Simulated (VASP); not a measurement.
SnS: relaxation of cell and atoms with PBEsol

The system is SnS.

```
CELL_PARAMETERS angstrom
11.20000 0.00000 0.00000
0.00000 3.98700 0.00000
0.00000 0.00000 4.33400
ATOMIC_POSITIONS crystal
Sn 0.11940 0.25000 0.11980
Sn 0.38060 0.75000 0.61980
Sn 0.61940 0.25000 0.38020
Sn 0.88060 0.75000 0.88020
S 0.85080 0.25000 0.47930
S 0.64920 0.75000 0.97930
S 0.35080 0.25000 0.02070
S 0.14920 0.75000 0.52070
```

```json
{"Program": "VASP 6.6.1", "Task": "relaxation of cell and atoms", "Functional": "PBEsol", "Potentials or basis": "VASP PAW PBE potentials, release 64 (Sn_d, S)", "Cutoff": "600 eV", "k mesh": "4 × 8 × 6", "Occupations": "gaussian, width 0.03 eV", "Spin": "no spin polarisation", "Further INCAR settings": "ALGO = Normal; EDIFF = 1e-06; IBRION = 2; EDIFFG = -0.01; NSW = 90; ISIF = 3"}
```

| Property | Result |
| --- | --- |
| Relaxed volume | 23.42 Å³/atom |
| Relaxed cell | a = 11.083 Å, b = 3.984 Å, c = 4.242 Å, α = 90.00°, β = 90.00°, γ = 90.00° |
| Space group after relaxing (to 0.05 Å) | Pnma (No. 62) |
| Energy gained by relaxing | 3.3 meV/atom |
| Ionic steps | 17 |
| Pressure after relaxing | 0.0 GPa |
| Largest force after relaxing | 0.009 eV/Å |
| Band gap on the k mesh | 0.77 eV, indirect (least direct gap 1.08 eV) |

Forces in eV/Å, atoms in the order of the input:
```
Sn  -0.003  0.000 -0.009
Sn   0.003  0.000 -0.009
Sn  -0.003  0.000  0.009
Sn   0.003  0.000  0.009
S    0.001  0.000  0.002
S   -0.001  0.000  0.002
S    0.001  0.000 -0.002
S   -0.001  0.000 -0.002
```

Stress tensor (GPa, compression positive):
```
 0.04  0.00  0.00
 0.00 -0.05  0.00
 0.00  0.00 -0.01
```

The path:
| step | energy change (eV) | largest force (eV/Å) | pressure (GPa) | volume (Å³) |
| --- | --- | --- | --- | --- |
| 1 | 0.0000 | 0.0741 | -0.79 | 193.53 |
| 2 | -0.0097 | 0.1417 | 0.13 | 190.21 |
| 3 | -0.0097 | 0.1445 | 0.17 | 190.10 |
| 4 | -0.0166 | 0.0946 | 0.11 | 189.32 |
| 5 | -0.0225 | 0.0337 | 0.02 | 187.85 |
| 6 | -0.0226 | 0.0383 | 0.03 | 187.65 |
| 7 | -0.0247 | 0.0292 | -0.04 | 187.49 |
| 8 | -0.0246 | 0.0292 | -0.03 | 187.48 |
| 9 | -0.0254 | 0.0155 | 0.05 | 187.24 |
| 10 | -0.0255 | 0.0152 | 0.09 | 187.09 |
| 11 | -0.0257 | 0.0241 | -0.09 | 187.58 |
| 12 | -0.0258 | 0.0208 | -0.02 | 187.43 |
| 13 | -0.0258 | 0.0204 | -0.05 | 187.45 |
| 14 | -0.0259 | 0.0183 | -0.02 | 187.43 |
| 15 | -0.0260 | 0.0166 | -0.01 | 187.41 |
| 16 | -0.0262 | 0.0091 | 0.02 | 187.33 |
| 17 | -0.0262 | 0.0094 | -0.01 | 187.35 |

Final structure:
```
Sn S
1.0
    11.08297    0.00000    0.00000
     0.00000    3.98446    0.00000
     0.00000    0.00000    4.24249
Sn S
4 4
Cartesian
  1.3112 0.9961 0.4812
  4.2303 2.9883 2.6024
  6.8527 0.9961 1.6401
  9.7718 2.9883 3.7613
  9.4592 0.9961 2.0070
  7.1652 2.9883 4.1283
  3.9177 0.9961 0.1142
  1.6238 2.9883 2.2355
```

Levels at points of the mesh, in eV from the valence-band top:
```
           k point  band 38  band 39  band 40  band 41  band 42  band 43
(0.00, 0.00, 0.00)    -1.25    -0.82    -0.68     0.77     2.96     3.00
(0.50, 0.00, 0.00)    -2.22    -0.70    -0.70     2.61     2.61     2.78
(0.00, 0.50, 0.00)    -1.02    -0.78    -0.78     1.10     1.10     1.70
(0.50, 0.50, 0.00)    -1.01    -1.01    -1.01     1.58     1.58     1.58
(0.00, 0.00, 0.50)    -0.94    -0.09    -0.09     1.41     1.41     1.88
(0.50, 0.00, 0.50)    -0.70     0.00     0.00     1.30     1.30     1.83
(0.00, 0.50, 0.50)    -2.57    -1.56    -1.56     2.75     2.75     3.02
(0.50, 0.50, 0.50)    -1.75    -1.75    -1.75     2.56     2.56     2.56
```

It took 40 min on 2 MPI ranks on AMD EPYC 9R14 (Zen 4) (shared host), peak memory 0.64 GiB a rank.

Caveat: the PAW data sets were made with another functional, which shifts forces and pressure a little; spin-orbit coupling is left out, which moves the levels of the heavy elements. A k mesh can miss the band edges.
